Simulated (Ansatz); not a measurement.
**Relaxation of ScAl2**

Computed with DFT PBEsol, scalar-relativistic, plane waves, PAW in Ansatz. (420 eV cutoff, 8×8×8 k-mesh, Gaussian smearing of 0.10 eV, no spin polarisation)

What was changed: biaxial strain in the a-b plane, c and atoms relaxed: +6.0 %.

Command:

```bash
ansatz run input.yaml --threads 1 --pin off --max-ram 2560MiB --backend cpu --events-out ev --progress --plain --runs-dir out
```

Input:

```yaml
crystal:
  lattice:
    - [0.0, 3.9892065657, 3.9892065657]
    - [3.9892065657, 0.0, 3.9892065657]
    - [3.7483488107, 3.7483488107, 0.2408577549]
  atoms:
    - { symbol: Sc, position: [0.499293758, 0.499293758, 0.5021187259] }
    - { symbol: Sc, position: [0.750706242, 0.750706242, 0.7478812741] }
    - { symbol: Al, position: [0.125, 0.125, 0.125] }
    - { symbol: Al, position: [0.625, 0.125, 0.125] }
    - { symbol: Al, position: [0.125, 0.625, 0.125] }
    - { symbol: Al, position: [0.125, 0.125, 0.625] }
basis:
  ecutwfc: 420
kpoints:
  mp_grid: { grid: [8, 8, 8] }
hamiltonian:
  xc: pbesol
scf:
  occupations: { method: gaussian, width: 0.1 }
output:
  forces: true
  stress: true
  eigenvalues: true
relax:
  adjacent_minimum: "off"
  f_tol: 0.008
  max_steps: 40
  cell: { stress_tol: 0.015, fix: [a, b, gamma] }
```

F is the free energy. Steps run on the plane waves of an earlier cell, but the last one, and at times one on the way, on a freshly chosen basis, so a repeated geometry can differ a little in energy. The held parts of the cell keep their stress, so P needn't end at zero.

Steps:

```csv
step,F − F(1) (eV),largest force component (eV/Å),V (Å³/atom),P (GPa)
1,0.0000,0.007,19.245,-5.43
2,-0.0068,0.015,19.524,-6.58
3,-0.0078,0.003,19.458,-6.33
4,-0.0078,0.000,19.455,-6.31
5,-0.0081,0.000,19.455,-6.31
```

Relaxed structure:

```yaml
crystal:
  lattice:
    - [0.00000, 3.98921, 3.98921]
    - [3.98921, 0.00000, 3.98921]
    - [3.77475, 3.77475, 0.21446]
  atoms:
    - { symbol: Sc, position: [0.49906, 0.49906, 0.50282] }
    - { symbol: Sc, position: [0.75094, 0.75094, 0.74718] }
    - { symbol: Al, position: [0.12500, 0.12500, 0.12500] }
    - { symbol: Al, position: [0.62500, 0.12500, 0.12500] }
    - { symbol: Al, position: [0.12500, 0.62500, 0.12500] }
    - { symbol: Al, position: [0.12500, 0.12500, 0.62500] }
```

The structure is trigonal, space group R-3m (No. 166). The conventional cell has a = 5.642 Å, b = 5.642 Å, c = 12.705 Å, α = 90.00°, β = 90.00°, γ = 120.00°. Around Sc (site symmetry 3m) lie 12 Al at 3.10 to 3.30 Å and 4 Sc at 3.20 to 3.42 Å. Al (site symmetry 2/m) is surrounded by 6 Al at 2.67 to 2.82 Å. Al (site symmetry -3m) has 6 Al at 2.67 Å as nearest neighbours.

The run converged. It took 52 s on 1 thread of Intel(R) Xeon(R) Platinum 8488C (Sapphire Rapids) (shared host), peak memory 0.54 GiB.